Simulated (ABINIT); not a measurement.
# GaP (F-43m) in ABINIT: equation of state

How stiff is GaP in PBE, and what volume does it want? The cell is scaled to several volumes.

Program: ABINIT 10.8.3 (patched build). These are calculated values, not measurements. Logs are shortened: lines on timing, memory, paths and dates and some standing lists are left out, and cuts for length are marked. The log counts tension as positive stress, the text compression.

**What was measured.**

From “Phosphorous dimerization in GaP at high pressure”, 2017, arxiv:1709.06667, for a bulk crystal of GaP: bulk modulus 87.5 ± 0.6 GPa.

The runs below are set against these values where they give the same quantity.

**1. Starting point**

The structure is cubic, space group F-43m (No. 216). The conventional cell has a = 5.451 Å, b = 5.451 Å, c = 5.451 Å, α = 90.00°, β = 90.00°, γ = 90.00°. Ga (site symmetry -43m) is surrounded by 4 P at 2.36 Å. P (site symmetry -43m) is surrounded by 4 Ga at 2.36 Å.

**2. Equation of state, PBE**

run.abi

```
ndtset 7
getwfk -1
scalecart1 3*0.9795861087
scalecart2 3*0.9864848297
scalecart3 3*0.9932883884
scalecart4 3*1.0000000000
scalecart5 3*1.0066227096
scalecart6 3*1.0131594038
scalecart7 3*1.0196128224

pp_dirpath "./"
pseudos "Ga.GGA_PBE-JTH.xml, P.GGA_PBE-JTH.xml"

acell 3*1.0
rprim
     0.0000000000     5.1499761211     5.1499761211
     5.1499761211     0.0000000000     5.1499761211
     5.1499761211     5.1499761211     0.0000000000
ntypat 2
znucl 31 15
natom 2
typat 1 2
xred
     0.0000000000     0.0000000000     0.0000000000
     0.7500000000     0.7500000000     0.7500000000

ecut 544.227725 eV
pawecutdg 40.0

kptopt 1
ngkpt 8 8 8
nshiftk 1
shiftk 0.0 0.0 0.0

ixc 11

nband 13
occopt 3
tsmear 0.05 eV

nstep 100
tolvrs 1.0e-9

iomode 3
prtwf 1
prtden 0
prteig 0
prtebands 0
enunit 2
```

Potentials or basis: JTH PAW PBE v2.0.

Command:

```
$ abinit run.abi > log 2>&1
```

run.abo:

```text
.Version 10.8.3 of ABINIT
 DATASET    1 : space group F-4 3 m (#216); Bravais cF (face-center cubic)
================================================================================
 Values of the parameters that define the memory need for DATASET  1.
     intxc =       0    ionmov =       0      iscf =      17    lmnmax =      18
     lnmax =       6     mgfft =      30  mpssoang =       3    mqgrid =    3001
     natom =       2  nloc_mem =       2    nspden =       1   nspinor =       1
    nsppol =       1      nsym =      24    n1xccc =       1    ntypat =       2
    occopt =       3   xclevel =       2
       mpw =        1121          nfft =       27000          nkpt =          29
 PAW method is used; the additional fine FFT grid is defined by:
   mgfftf=        45    nfftf =     91125
================================================================================
================================================================================
[... 71 lines left out ...]
 DATASET    7 : space group F-4 3 m (#216); Bravais cF (face-center cubic)
================================================================================
 Values of the parameters that define the memory need for DATASET  7.
     intxc =       0    ionmov =       0      iscf =      17    lmnmax =      18
     lnmax =       6     mgfft =      30  mpssoang =       3    mqgrid =    3001
     natom =       2  nloc_mem =       2    nspden =       1   nspinor =       1
    nsppol =       1      nsym =      24    n1xccc =       1    ntypat =       2
    occopt =       3   xclevel =       2
       mpw =        1254          nfft =       27000          nkpt =          29
 PAW method is used; the additional fine FFT grid is defined by:
   mgfftf=        45    nfftf =     91125
================================================================================
================================================================================

--------------------------------------------------------------------------------
------------- Echo of variables that govern the present computation ------------
--------------------------------------------------------------------------------
 -outvars: echo values of preprocessed input variables --------
            acell      1.0000000000E+00  1.0000000000E+00  1.0000000000E+00 Bohr
              amu      6.97230000E+01  3.09737620E+01
             ecut      2.00000000E+01 Hartree
           enunit           2
           getwfk          -1
              ixc          11
           jdtset        1    2    3    4    5    6    7
         kptrlatt        8    0    0      0    8    0      0    0    8
          kptrlen1     5.70759065E+01
          kptrlen2     5.74778628E+01
          kptrlen3     5.78742744E+01
          kptrlen4     5.82653286E+01
          kptrlen5     5.86512030E+01
          kptrlen6     5.90320656E+01
          kptrlen7     5.94080762E+01
            natom           2
            nband          13
           ndtset           7
            ngfft          30      30      30
          ngfftdg          45      45      45
             nkpt          29
            nstep         100
             nsym          24
           ntypat           2
           occopt           3
        pawecutdg      4.00000000E+01 Hartree
         pawxcdev           0
           prtden           0
        prtebands           0
           prteig           0
            rprim1     0.0000000000E+00  5.0448450684E+00  5.0448450684E+00
                       5.0448450684E+00  0.0000000000E+00  5.0448450684E+00
                       5.0448450684E+00  5.0448450684E+00  0.0000000000E+00
            rprim2     0.0000000000E+00  5.0803733168E+00  5.0803733168E+00
                       5.0803733168E+00  0.0000000000E+00  5.0803733168E+00
                       5.0803733168E+00  5.0803733168E+00  0.0000000000E+00
            rprim3     0.0000000000E+00  5.1154114816E+00  5.1154114816E+00
                       5.1154114816E+00  0.0000000000E+00  5.1154114816E+00
                       5.1154114816E+00  5.1154114816E+00  0.0000000000E+00
            rprim4     0.0000000000E+00  5.1499761211E+00  5.1499761211E+00
                       5.1499761211E+00  0.0000000000E+00  5.1499761211E+00
                       5.1499761211E+00  5.1499761211E+00  0.0000000000E+00
            rprim5     0.0000000000E+00  5.1840829174E+00  5.1840829174E+00
                       5.1840829174E+00  0.0000000000E+00  5.1840829174E+00
                       5.1840829174E+00  5.1840829174E+00  0.0000000000E+00
            rprim6     0.0000000000E+00  5.2177467364E+00  5.2177467364E+00
                       5.2177467364E+00  0.0000000000E+00  5.2177467364E+00
                       5.2177467364E+00  5.2177467364E+00  0.0000000000E+00
            rprim7     0.0000000000E+00  5.2509816881E+00  5.2509816881E+00
                       5.2509816881E+00  0.0000000000E+00  5.2509816881E+00
                       5.2509816881E+00  5.2509816881E+00  0.0000000000E+00
          spgroup         216
           tolvrs      1.00000000E-09
           tsmear      1.83746611E-03 Hartree
            typat      1  2
           useylm           1
           xangst1     0.0000000000E+00  0.0000000000E+00  0.0000000000E+00
                       4.0044255614E+00  4.0044255614E+00  4.0044255614E+00
           xangst2     0.0000000000E+00  0.0000000000E+00  0.0000000000E+00
                       4.0326266704E+00  4.0326266704E+00  4.0326266704E+00
           xangst3     0.0000000000E+00  0.0000000000E+00  0.0000000000E+00
                       4.0604387679E+00  4.0604387679E+00  4.0604387679E+00
           xangst4     0.0000000000E+00  0.0000000000E+00  0.0000000000E+00
                       4.0878749972E+00  4.0878749972E+00  4.0878749972E+00
           xangst5     0.0000000000E+00  0.0000000000E+00  0.0000000000E+00
                       4.1149478062E+00  4.1149478062E+00  4.1149478062E+00
           xangst6     0.0000000000E+00  0.0000000000E+00  0.0000000000E+00
                       4.1416689950E+00  4.1416689950E+00  4.1416689950E+00
           xangst7     0.0000000000E+00  0.0000000000E+00  0.0000000000E+00
                       4.1680497635E+00  4.1680497635E+00  4.1680497635E+00
            xcart1     0.0000000000E+00  0.0000000000E+00  0.0000000000E+00
                       7.5672676025E+00  7.5672676025E+00  7.5672676025E+00
            xcart2     0.0000000000E+00  0.0000000000E+00  0.0000000000E+00
                       7.6205599752E+00  7.6205599752E+00  7.6205599752E+00
            xcart3     0.0000000000E+00  0.0000000000E+00  0.0000000000E+00
                       7.6731172224E+00  7.6731172224E+00  7.6731172224E+00
            xcart4     0.0000000000E+00  0.0000000000E+00  0.0000000000E+00
                       7.7249641816E+00  7.7249641816E+00  7.7249641816E+00
            xcart5     0.0000000000E+00  0.0000000000E+00  0.0000000000E+00
                       7.7761243761E+00  7.7761243761E+00  7.7761243761E+00
            xcart6     0.0000000000E+00  0.0000000000E+00  0.0000000000E+00
                       7.8266201047E+00  7.8266201047E+00  7.8266201047E+00
            xcart7     0.0000000000E+00  0.0000000000E+00  0.0000000000E+00
                       7.8764725322E+00  7.8764725322E+00  7.8764725322E+00
             xred      0.0000000000E+00  0.0000000000E+00  0.0000000000E+00
                       7.5000000000E-01  7.5000000000E-01  7.5000000000E-01
            znucl       31.00000   15.00000

================================================================================

 chkinp: Checking input parameters for consistency, jdtset=   1.

 chkinp: Checking input parameters for consistency, jdtset=   2.
[... 40 lines left out ...]
 getcut: wavevector=  0.0000  0.0000  0.0000  ngfft=  45  45  45
         ecut(hartree)=     40.000   => boxcut(ratio)=   2.16618

--- Pseudopotential description ------------------------------------------------
- pspini: atom type   1  psp file is ./Ga.GGA_PBE-JTH.xml
 Pseudopotential format is: paw10
 basis_size (lnmax)=  6 (lmn_size= 18), orbitals=   0   0   1   1   2   2
 Spheres core radius: rc_sph= 2.10359248
 Shapefunction is BESSEL type: shapef(r,l)=aa(1,l)*jl(q(1,l)*r)+aa(2,l)*jl(q(2,l)*r)
 Radius for shape functions =  1.80829011
 Compensation charge density is not taken into account in XC energy/potential

- pspini: atom type   2  psp file is ./P.GGA_PBE-JTH.xml
 Pseudopotential format is: paw10
 basis_size (lnmax)=  4 (lmn_size=  8), orbitals=   0   0   1   1
 Spheres core radius: rc_sph= 1.60765221
 Shapefunction is SIN type: shapef(r)=[sin(pi*r/rshp)/(pi*r/rshp)]**2
 Radius for shape functions =  1.60765221
 Compensation charge density is not taken into account in XC energy/potential

   4.33120550E+02                                ecore*ucvol(ha*bohr**3)
--------------------------------------------------------------------------------

[... 1290 lines left out ...]
-Cartesian components of stress tensor (GPa)         [Pressure= -1.9771E+00 GPa]
- sigma(1 1)=  1.97708813E+00  sigma(3 2)=  0.00000000E+00
- sigma(2 2)=  1.97708813E+00  sigma(3 1)=  0.00000000E+00
- sigma(3 3)=  1.97708813E+00  sigma(2 1)=  0.00000000E+00

== END DATASET(S) ==============================================================
================================================================================

 -outvars: echo values of variables after computation  --------
            acell      1.0000000000E+00  1.0000000000E+00  1.0000000000E+00 Bohr
           etotal1    -8.5771487668E+01
           etotal2    -8.5772910486E+01
           etotal3    -8.5773927182E+01
           etotal4    -8.5774579004E+01
           etotal5    -8.5774901977E+01
           etotal6    -8.5774929954E+01
           etotal7    -8.5774692841E+01
            fcart1     5.0038303704E-30  1.6679434568E-30 -8.3397172840E-30
                      -5.0038303704E-30 -1.6679434568E-30  8.3397172840E-30
            fcart2    -0.0000000000E+00 -0.0000000000E+00 -0.0000000000E+00
                      -0.0000000000E+00 -0.0000000000E+00 -0.0000000000E+00
            fcart3     1.6449344012E-30  7.1118770872E-47 -1.6449344012E-30
                      -1.6449344012E-30 -7.1118770872E-47  1.6449344012E-30
            fcart4    -1.6338942404E-29  3.2677884808E-30  9.8033654423E-30
                       1.6338942404E-29 -3.2677884808E-30 -9.8033654423E-30
            fcart5     3.2462892498E-30  3.2462892498E-30 -9.7388677493E-30
                      -3.2462892498E-30 -3.2462892498E-30  9.7388677493E-30
[... 38 lines left out ...]
                       0.0000000000E+00  0.0000000000E+00  0.0000000000E+00
           xangst1     0.0000000000E+00  0.0000000000E+00  0.0000000000E+00
                       4.0044255614E+00  4.0044255614E+00  4.0044255614E+00
           xangst2     0.0000000000E+00  0.0000000000E+00  0.0000000000E+00
                       4.0326266704E+00  4.0326266704E+00  4.0326266704E+00
           xangst3     0.0000000000E+00  0.0000000000E+00  0.0000000000E+00
                       4.0604387679E+00  4.0604387679E+00  4.0604387679E+00
           xangst4     0.0000000000E+00  0.0000000000E+00  0.0000000000E+00
                       4.0878749972E+00  4.0878749972E+00  4.0878749972E+00
           xangst5     0.0000000000E+00  0.0000000000E+00  0.0000000000E+00
                       4.1149478062E+00  4.1149478062E+00  4.1149478062E+00
           xangst6     0.0000000000E+00  0.0000000000E+00  0.0000000000E+00
                       4.1416689950E+00  4.1416689950E+00  4.1416689950E+00
           xangst7     0.0000000000E+00  0.0000000000E+00  0.0000000000E+00
                       4.1680497635E+00  4.1680497635E+00  4.1680497635E+00
             xred      0.0000000000E+00  0.0000000000E+00  0.0000000000E+00
                       7.5000000000E-01  7.5000000000E-01  7.5000000000E-01
 Calculation completed.
```

Wall time 70 s (1 thread of Arm Neoverse V2, shared host); peak memory 0.14 GiB.

What came out:

```
Equilibrium volume                      : 20.89 Å³/atom
Bulk modulus                            : 77 GPa
Pressure derivative of the bulk modulus : 4.4
```

Energy against volume, from the lowest point:
```
volume (Å³/atom)  energy (meV/atom)
          19.026              46.83
          19.431              27.48
          19.836              13.64
          20.240               4.77
          20.645               0.38
          21.050               0.00
          21.455               3.23
```

Caveat: pressures at fixed basis lie under the slope of the energies. PBE usually gives volumes a little too large and moduli too small.

**3. Equation of state, PBE**

Edit run.abi of step 2 so:

```diff
@@ -1 +1,2 @@
+# Datasets: one volume each
 ndtset 7
@@ -10,2 +11,3 @@
 
+# Pseudopotentials
 pp_dirpath "./"
@@ -13,2 +15,3 @@
 
+# Structure
 acell 3*1.0
@@ -26,5 +29,7 @@
 
-ecut 544.227725 eV
+# Plane-wave basis
+ecut 20.0
 pawecutdg 40.0
 
+# k points
 kptopt 1
@@ -34,4 +39,6 @@
 
+# Exchange and correlation
 ixc 11
 
+# Bands and occupations
 nband 13
@@ -40,2 +47,3 @@
 
+# SCF cycle
 nstep 100
@@ -43,2 +51,3 @@
 
+# Output
 iomode 3
@@ -48,2 +57 @@
 prtebands 0
-enunit 2
```

Potentials or basis: JTH PAW PBE v2.0.

Command:

```
$ abinit run.abi > log 2>&1
```

run.abo:

```text
.Version 10.8.3 of ABINIT
 DATASET    1 : space group F-4 3 m (#216); Bravais cF (face-center cubic)
================================================================================
 Values of the parameters that define the memory need for DATASET  1.
     intxc =       0    ionmov =       0      iscf =      17    lmnmax =      18
     lnmax =       6     mgfft =      30  mpssoang =       3    mqgrid =    3001
     natom =       2  nloc_mem =       2    nspden =       1   nspinor =       1
    nsppol =       1      nsym =      24    n1xccc =       1    ntypat =       2
    occopt =       3   xclevel =       2
       mpw =        1121          nfft =       27000          nkpt =          29
 PAW method is used; the additional fine FFT grid is defined by:
   mgfftf=        45    nfftf =     91125
================================================================================
================================================================================
[... 71 lines left out ...]
 DATASET    7 : space group F-4 3 m (#216); Bravais cF (face-center cubic)
================================================================================
 Values of the parameters that define the memory need for DATASET  7.
     intxc =       0    ionmov =       0      iscf =      17    lmnmax =      18
     lnmax =       6     mgfft =      30  mpssoang =       3    mqgrid =    3001
     natom =       2  nloc_mem =       2    nspden =       1   nspinor =       1
    nsppol =       1      nsym =      24    n1xccc =       1    ntypat =       2
    occopt =       3   xclevel =       2
       mpw =        1254          nfft =       27000          nkpt =          29
 PAW method is used; the additional fine FFT grid is defined by:
[... 1413 lines left out ...]
            acell      1.0000000000E+00  1.0000000000E+00  1.0000000000E+00 Bohr
           etotal1    -8.5771487668E+01
           etotal2    -8.5772910486E+01
           etotal3    -8.5773927182E+01
           etotal4    -8.5774579004E+01
           etotal5    -8.5774901977E+01
           etotal6    -8.5774929954E+01
           etotal7    -8.5774692841E+01
            fcart1    -5.0038303704E-30 -1.6679434568E-30  8.3397172840E-30
                       5.0038303704E-30  1.6679434568E-30 -8.3397172840E-30
            fcart2    -3.3125582699E-30  9.1941961542E-47  3.3125582699E-30
                       3.3125582699E-30 -9.1941961542E-47 -3.3125582699E-30
            fcart3    -1.6449344012E-30 -7.1118770872E-47  1.6449344012E-30
                       1.6449344012E-30  7.1118770872E-47 -1.6449344012E-30
            fcart4     6.5355769615E-30  5.2151043507E-47 -6.5355769615E-30
                      -6.5355769615E-30 -5.2151043507E-47  6.5355769615E-30
            fcart5    -0.0000000000E+00 -0.0000000000E+00 -0.0000000000E+00
                      -0.0000000000E+00 -0.0000000000E+00 -0.0000000000E+00
[... 38 lines left out ...]
                       0.0000000000E+00  0.0000000000E+00  0.0000000000E+00
           xangst1     0.0000000000E+00  0.0000000000E+00  0.0000000000E+00
                       4.0044255614E+00  4.0044255614E+00  4.0044255614E+00
           xangst2     0.0000000000E+00  0.0000000000E+00  0.0000000000E+00
                       4.0326266704E+00  4.0326266704E+00  4.0326266704E+00
           xangst3     0.0000000000E+00  0.0000000000E+00  0.0000000000E+00
                       4.0604387679E+00  4.0604387679E+00  4.0604387679E+00
           xangst4     0.0000000000E+00  0.0000000000E+00  0.0000000000E+00
                       4.0878749972E+00  4.0878749972E+00  4.0878749972E+00
           xangst5     0.0000000000E+00  0.0000000000E+00  0.0000000000E+00
                       4.1149478062E+00  4.1149478062E+00  4.1149478062E+00
           xangst6     0.0000000000E+00  0.0000000000E+00  0.0000000000E+00
                       4.1416689950E+00  4.1416689950E+00  4.1416689950E+00
           xangst7     0.0000000000E+00  0.0000000000E+00  0.0000000000E+00
                       4.1680497635E+00  4.1680497635E+00  4.1680497635E+00
             xred      0.0000000000E+00  0.0000000000E+00  0.0000000000E+00
                       7.5000000000E-01  7.5000000000E-01  7.5000000000E-01
 Calculation completed.
```

It took 85 s on 1 thread of Arm Neoverse V1, shared host; peak memory 0.14 GiB.

What came out:

```
Equilibrium volume                      : 20.89 Å³/atom
Bulk modulus                            : 77 GPa
Pressure derivative of the bulk modulus : 4.4
```

Energy against volume, from the lowest point:
```
volume (Å³/atom)  energy (meV/atom)
          19.026              46.83
          19.431              27.48
          19.836              13.64
          20.240               4.77
          20.645               0.38
          21.050               0.00
          21.455               3.23
```

Caveat: pressures at fixed basis lie under the slope of the energies. PBE usually gives volumes a little too large and moduli too small.

**4. Against experiment**

Step 2. A measured bulk modulus of GaP is 87.5 GPa (“Phosphorous dimerization in GaP at high pressure”, 2017, arxiv:1709.06667); the calculated 77 GPa misses it by -12.1 %. The fit is for a static lattice scaled at fixed shape and fixed fractional positions.

Step 3. Measured bulk modulus of GaP: 87.5 GPa (“Phosphorous dimerization in GaP at high pressure”, 2017, arxiv:1709.06667). This calculation gives 77 GPa (-12.1 %). The fit is for a static lattice scaled at fixed shape and fixed fractional positions.
